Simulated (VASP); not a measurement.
# SrO (P6_3/mmc) in VASP: a series of runs

Aim: see how the results for SrO move with the level of theory and the settings. Levels: r2SCAN, r2SCAN+rVV10. Tasks: relaxation of cell and atoms.

All numbers are computed with VASP 6.6.1; they aren't measurements. Logs are shortened: lines on timing, memory, paths and dates and some standing lists are left out, and cuts for length are marked.

## (1) The crystal as given

Symmetry: P6_3/mmc, No. 194, hexagonal system. Conventional cell: a = 4.275 Å, b = 4.275 Å, c = 5.156 Å, α = 90.00°, β = 90.00°, γ = 120.00°. Around Sr (site symmetry -6m2) lie 5 O at 2.47 to 2.58 Å. O (site symmetry -6m2) is surrounded by 5 Sr at 2.47 to 2.58 Å.

Measurements of this composition are mostly on another form, of space group No. 225.

## (2) Relaxation of cell and atoms, r2SCAN

File INCAR:

```
SYSTEM = SrO
ALGO = Normal ; EDIFF = 1E-7
EDIFFG = -0.005 ; ENCUT = 600
IBRION = 2 ; ISIF = 3
ISMEAR = 0 ; LASPH = .TRUE.
LCHARG = .FALSE. ; LMIXTAU = .TRUE.
LREAL = .FALSE. ; LWAVE = .FALSE.
METAGGA = R2SCAN ; NELM = 80
NSW = 90 ; PREC = Accurate
SIGMA = 0.02
```

File KPOINTS:

```
k-points
0
G
  6 6 6
  0 0 0
```

File POSCAR:

```
SrO
1.0
    4.2754662700      0.0000000000      0.0000000000
   -2.1377331300      3.7026624000      0.0000000000
    0.0000000000      0.0000000000      5.1555949900
Sr O
2 2
Direct
    0.3333333300      0.6666666700      0.7500000000
    0.6666666700      0.3333333300      0.2500000000
    0.3333333300      0.6666666700      0.2500000000
    0.6666666700      0.3333333300      0.7500000000
```

Potentials or basis: VASP PAW PBE potentials, release 64 (Sr_sv, O).

Launch:

```
$ cat potpaw_PBE.64/Sr_sv/POTCAR potpaw_PBE.64/O/POTCAR > POTCAR
$ mpirun -np 1 vasp_std > vasp.out
```

OUTCAR:

```text
SYSTEM = SrO
   EDIFF = 1E-7
   EDIFFG = -0.005
   ENCUT = 600
   IBRION = 2
   ISIF = 3
   ISMEAR = 0
   LASPH = .TRUE.
   LREAL = .FALSE.
   METAGGA = R2SCAN
   NELM = 80
   NSW = 90
   PREC = Accurate

 ion  position               nearest neighbor table
   1  0.333  0.667  0.750-   4 2.47   4 2.47   4 2.47   3 2.58   3 2.58   2 3.57   2 3.57   2 3.57
                             2 3.57   2 3.57   2 3.57
   2  0.667  0.333  0.250-   3 2.47   3 2.47   3 2.47   4 2.58   4 2.58   1 3.57   1 3.57   1 3.57
                             1 3.57   1 3.57   1 3.57
   3  0.333  0.667  0.250-   2 2.47   2 2.47   2 2.47   1 2.58   1 2.58
   4  0.667  0.333  0.750-   1 2.47   1 2.47   1 2.47   2 2.58   2 2.58

  LATTYP: Found a hexagonal cell.
 ALAT       =     4.2754662700
 C/A-ratio  =     1.2058556107

  Lattice vectors:

 A1 = (   4.2754662700,   0.0000000000,   0.0000000000)
 A2 = (  -2.1377331300,   3.7026624000,   0.0000000000)
 A3 = (   0.0000000000,   0.0000000000,   5.1555949900)

Analysis of symmetry for initial positions (statically):
=====================================================================
 Subroutine PRICEL returns:
 Original cell was already a primitive cell.

 Routine SETGRP: Setting up the symmetry group for a
 hexagonal supercell.

 Subroutine GETGRP returns: Found 24 space group operations
 (whereof 12 operations were pure point group operations)
 out of a pool of 24 trial point group operations.

The static configuration has the point symmetry D_3d.
 The point group associated with its full space group is D_6h.

Analysis of symmetry for dynamics (positions and initial velocities):
=====================================================================
 Subroutine PRICEL returns:
 Original cell was already a primitive cell.

 Routine SETGRP: Setting up the symmetry group for a
 hexagonal supercell.

 Subroutine GETGRP returns: Found 24 space group operations
 (whereof 12 operations were pure point group operations)
 out of a pool of 24 trial point group operations.

The dynamic configuration has the point symmetry D_3d.
 The point group associated with its full space group is D_6h.

 Subroutine INISYM returns: Found 24 space group operations
 (whereof 12 operations are pure point group operations),
 and found     1 'primitive' translations

----------------------------------------------------------------------------------------

                                     Primitive cell

  volume of cell :      81.6162

  direct lattice vectors                    reciprocal lattice vectors
     4.275466270  0.000000000  0.000000000     0.233892618  0.135037966  0.000000000
    -2.137733130  3.702662400  0.000000000     0.000000000  0.270075932  0.000000000
     0.000000000  0.000000000  5.155594990     0.000000000  0.000000000  0.193964034

  length of vectors
     4.275466270  4.275466265  5.155594990     0.270075932  0.270075932  0.193964034

  position of ions in fractional coordinates (direct lattice)
     0.333333330  0.666666670  0.750000000
     0.666666670  0.333333330  0.250000000
     0.333333330  0.666666670  0.250000000
     0.666666670  0.333333330  0.750000000

  ion indices of the primitive-cell ions
   primitive index   ion index
                 1           1
                 2           2
                 3           3
                 4           4

----------------------------------------------------------------------------------------

 KPOINTS: k-points

Automatic generation of k-mesh.
 Grid dimensions read from file:
 generate k-points for:    6    6    6

 Generating k-lattice:

[... 61 lines left out ...]
   EDIFF  = 0.1E-06   stopping-criterion for ELM
   LREAL  =      F    real-space projection
   EDIFFG = -.5E-02   stopping-criterion for IOM
   NSW    =     90    number of steps for IOM
   IBRION =      2    ionic relax: 0-MD 1-quasi-New 2-CG
   NFREE  =      1    steps in history (QN), initial steepest desc. (CG)
   ISIF   =      3    stress and relaxation
   ISYM   =      2    0-nonsym 1-usesym 2-fastsym
   POTIM  = 0.5000    time-step for ionic-motion
   TEBEG  =    0.0;   TEEND  =   0.0 temperature during run
   PSTRESS=    0.0 pullay stress
   NELECT =      32.0000    total number of electrons
   NUPDOWN=      -1.0000    fix difference up-down
   EMIN   =  10.00;   EMAX   =-10.00  energy-range for DOS
   EFERMI =   0.00;   METHOD = LEGACY
   ISMEAR =     0;   SIGMA  =   0.02  broadening in eV -4-tet -1-fermi 0-gaus
   EFERMI_NEDOS =   21; number of points for ismear=-14 and -15
   IALGO  =     38    algorithm
   IMIX   =      4    mixing-type and parameters
     AMIX     =   0.40;   BMIX     =  1.00
     AMIX_MAG =   1.60;   BMIX_MAG =  1.00
  volume/ion in A,a.u.               =      20.40       137.69
  Fermi-wavevector in a.u.,A,eV,Ry     =   1.198209  2.264287 19.533960  1.435706
  Thomas-Fermi vector in A             =   2.334104
   LORBIT       =      0    0 simple, 1 ext, 2 COOP (PROOUT), +10 PAW based schemes
   METAGGA = R2SCAN    functional components
   LHFCALC =     F    Hartree Fock is set to
   AEXX    =    0.0000 exact exchange contribution
   IVDW    =     0    specifies the selected vdW correction
   LEPSILON=     F    determine dielectric tensor
   LRPA    =     F    only Hartree local field effects (RPA)
 conjugate gradient relaxation of ions
 non-spin polarized calculation
 Gauss-broadening in eV      SIGMA  =   0.02
  energy-cutoff  :      600.00
  volume of cell :       81.62
 maximum number of plane-waves:      2751
 NGX is ok and might be reduce to    36
   NGX = 17   NGY = 17   NGZ = 21

--------------------------------------- Ionic step        1  -------------------------------------------

 number of electron      32.0000001 magnetization

 Free energy of the ion-electron system (eV)
  ---------------------------------------------------
  ext. energy  EPLUGINS =         0.00000000
  ---------------------------------------------------
  free energy    TOTEN  =       -53.77034966 eV

  energy without entropy =      -53.77034966  energy(sigma->0) =      -53.77034966

------------------------ aborting loop because EDIFF is reached ----------------------------------------

  FORCE on cell =-STRESS in cart. coord.  units (eV):
  Direction    XX          YY          ZZ          XY          YZ          ZX
  --------------------------------------------------------------------------------------
  -------------------------------------------------------------------------------------
  Total        0.0289361      0.0289361     -0.0401374      0.0000000      0.0000000      0.0000000
  in kB        0.5680342      0.5680342     -0.7879215      0.0000000      0.0000000      0.0000000
  external PRESSURE =       0.1160490 kB  Pullay stress =       0.0000000 kB

 VOLUME and BASIS-vectors are now :
 -----------------------------------------------------------------------------
  energy-cutoff  :      600.00
  volume of cell :       81.62
      direct lattice vectors                 reciprocal lattice vectors
     4.275466270  0.000000000  0.000000000     0.233892618  0.135037966  0.000000000
    -2.137733130  3.702662400  0.000000000     0.000000000  0.270075932  0.000000000
     0.000000000  0.000000000  5.155594990     0.000000000  0.000000000  0.193964034

 POSITION                                       TOTAL-FORCE (eV/Angst)
 -----------------------------------------------------------------------------------
     -0.00000      2.46844      3.86670        -0.000000     -0.000000      0.000000
      2.13773      1.23422      1.28890        -0.000000      0.000000      0.000000
     -0.00000      2.46844      1.28890        -0.000000      0.000000      0.000000
      2.13773      1.23422      3.86670         0.000000      0.000000      0.000000
 -----------------------------------------------------------------------------------
    total drift:                               -0.000003      0.000002     -0.000000

  FREE ENERGIE OF THE ION-ELECTRON SYSTEM (eV)
  ---------------------------------------------------
  free  energy   TOTEN  =       -53.7703496615 eV

  energy  without entropy=      -53.7703496615  energy(sigma->0) =      -53.77034966

--------------------------------------- Ionic step        2  -------------------------------------------

 number of electron      32.0000000 magnetization

 Free energy of the ion-electron system (eV)
  ---------------------------------------------------
  ext. energy  EPLUGINS =         0.00000000
  ---------------------------------------------------
  free energy    TOTEN  =       -53.77037554 eV

  energy without entropy =      -53.77037554  energy(sigma->0) =      -53.77037554

 E-fermi :   0.5715     XC(G=0):  -9.4620

 val. band max:        0.4343800273   @ k =   0.0000   0.0000   0.0000
 cond. band min:       3.4426078421   @ k =   0.0000   0.0000   0.0000
 fundamental gap:      3.0082278148
 Fermi energy:         0.5715341279

 k-point     1 :       0.0000    0.0000    0.0000
  band No.  band energies     occupation
      1     -33.0567      2.00000
      2     -32.8900      2.00000
      3     -15.5569      2.00000
      4     -15.5420      2.00000
      5     -14.9557      2.00000
      6     -14.5673      2.00000
[... 541 lines left out ...]
     19       8.5247      0.00000
     20       8.5247      0.00000

 [... further k-points ...]
[... 5 lines left out ...]
  --------------------------------------------------------------------------------------
  -------------------------------------------------------------------------------------
  Total        0.0081381      0.0081381     -0.0132043      0.0000000      0.0000000      0.0000000
  in kB        0.1597211      0.1597211     -0.2591543      0.0000000      0.0000000      0.0000000
  external PRESSURE =       0.0200959 kB  Pullay stress =       0.0000000 kB

 VOLUME and BASIS-vectors are now :
 -----------------------------------------------------------------------------
  energy-cutoff  :      600.00
  volume of cell :       81.63
      direct lattice vectors                 reciprocal lattice vectors
     4.276958360  0.000000000  0.000000000     0.233811021  0.134990856  0.000000000
    -2.138479175  3.703954588  0.000000000    -0.000000000  0.269981712  0.000000000
     0.000000000  0.000000000  5.153099253     0.000000000 -0.000000000  0.194057974

 POSITION                                       TOTAL-FORCE (eV/Angst)
 -----------------------------------------------------------------------------------
     -0.00000      2.46930      3.86482        -0.000000      0.000000      0.000000
      2.13848      1.23465      1.28827         0.000000     -0.000000      0.000000
     -0.00000      2.46930      1.28827         0.000000     -0.000000      0.000000
      2.13848      1.23465      3.86482        -0.000000      0.000000     -0.000000
 -----------------------------------------------------------------------------------
    total drift:                               -0.000003      0.000002     -0.000000

  FREE ENERGIE OF THE ION-ELECTRON SYSTEM (eV)
  ---------------------------------------------------
  free  energy   TOTEN  =       -53.7703755358 eV

  energy  without entropy=      -53.7703755358  energy(sigma->0) =      -53.77037554

 reached required accuracy - stopping structural energy minimisation
```

It took 3.7 min on 1 thread of Intel Xeon 6975P-C (Granite Rapids), shared host; peak memory 0.27 GiB.

Results:

* Free energy: -53.7704 eV
* Relaxed volume: 20.41 Å³/atom
* Relaxed cell: a = 4.277 Å, b = 4.277 Å, c = 5.153 Å, α = 90.00°, β = 90.00°, γ = 120.00°
* Space group after relaxing (to 0.05 Å): P6_3/mmc (No. 194)
* Energy gained by relaxing: 0.0 meV/atom
* Ionic steps: 2
* Pressure after relaxing: 0.0 GPa
* Band gap on the k mesh: 3.01 eV, direct

Final structure:
```yaml
crystal:
  lattice:
    - [4.27696, 0.00000, 0.00000]
    - [-2.13848, 3.70395, 0.00000]
    - [0.00000, 0.00000, 5.15310]
  atoms:
    - { symbol: Sr, position: [0.33333, 0.66667, 0.75000] }
    - { symbol: Sr, position: [0.66667, 0.33333, 0.25000] }
    - { symbol: O, position: [0.33333, 0.66667, 0.25000] }
    - { symbol: O, position: [0.66667, 0.33333, 0.75000] }
```

Caveat: the PAW data sets were made with another functional, which shifts forces and pressure a little.

[end of part 1 of 2]
